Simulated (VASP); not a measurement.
Set up this calculation in VASP 6.6.1, as the native input.

```yaml
Task: relaxation of the atoms
Functional: PBE
Potentials_or_basis: VASP PAW PBE potentials, release 64 (Al)
Cutoff: 520 eV
k_mesh: 16 × 12 × 1
Occupations: methfessel-paxton, width 0.1 eV
Spin: no spin polarisation
Further_INCAR_settings: ALGO = Normal; EDIFF = 1e-06; IBRION = 2; EDIFFG = -0.02; NSW = 30
```

The structure of Al lies in POSCAR:

```
Al
1.0
    4.0400000000      0.0000000000      0.0000000000
    0.0000000000      2.8567114000      0.0000000000
    0.0000000000      0.0000000000     29.2835569800
Al
11
Direct
    0.0000000000      0.0000000000      0.2561164300
    0.5000000000      0.5000000000      0.3048931400
    0.0000000000      0.0000000000      0.3536698600
    0.5000000000      0.5000000000      0.4024465700
    0.0000000000      0.0000000000      0.4512232900
    0.5000000000      0.5000000000      0.5000000000
    0.0000000000      0.0000000000      0.5487767100
    0.5000000000      0.5000000000      0.5975534300
    0.0000000000      0.0000000000      0.6463301400
    0.5000000000      0.5000000000      0.6951068600
    0.0000000000      0.0000000000      0.7438835700
```

The cell was built by a generator and needn't be a form met in nature.

The input as run:

INCAR

```
PREC = Accurate
ENCUT = 520
EDIFF = 1E-6
ISMEAR = 1
SIGMA = 0.1
LREAL = F
LASPH = T
NELM = 100
ALGO = Normal
ISIF = 2
LWAVE = F
LCHARG = F
GGA = PE
IBRION = 2
NSW = 30
EDIFFG = -0.02
KPAR = 2
```

KPOINTS

```
regular mesh
0
Gamma
  16 12 1
```

Potentials or basis: VASP PAW PBE potentials, release 64 (Al).

Command:

```console
$ cat potpaw_PBE.64/Al/POTCAR > POTCAR
$ mpirun -np 2 vasp_std > vasp.out
```

It gave:

| Property | Result |
| --- | --- |
| Energy gained by relaxing | 2.2 meV/atom |
| Ionic steps | 7 |
| Largest force after relaxing | 0.019 eV/Å |
| Band gap on the k mesh | none (metal or under the smearing width) |

Wall time 20 min on 2 MPI ranks on Intel(R) Xeon(R) 6975P-C (Granite Rapids), on a shared host, peak memory 0.62 GiB a rank.
